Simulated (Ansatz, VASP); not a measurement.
**KBr in VASP and in Ansatz**

```
CELL_PARAMETERS angstrom
3.95883 0.00000 0.00000
0.00000 3.95883 0.00000
0.00000 0.00000 3.95883
ATOMIC_POSITIONS crystal
K 0.00000 0.00000 0.00000
Br 0.50000 0.50000 0.50000
```

Change from the starting cell: hydrostatic strain -0.4%.

Alike in both runs: task single point; functional HSE06; k mesh 4 × 4 × 4; no spin polarisation.

|  | VASP | Ansatz |
| --- | --- | --- |
| version | VASP 6.6.1 | Ansatz 0.2.0 |
| potentials or method | VASP PAW PBE potentials, release 64 (K_sv, Br) | plane waves, PAW |
| plane-wave cutoff (eV) | 520 | 420 |
| occupations | gaussian, width 0.01 eV | fixed |
| valence electrons in the cell | 16 | 16 |

```csv
,VASP,Ansatz,Ansatz less VASP
gap on the k mesh at the Fermi level (eV),5.24,5.24,+0.003
pressure (GPa),0.8,0.8,-0.02
```

Ansatz warned: «stress_exchange_threshold_loose».

Caveats: the PAW data sets were made with another functional, which shifts forces and pressure a little (VASP). A k mesh can miss the band edges.
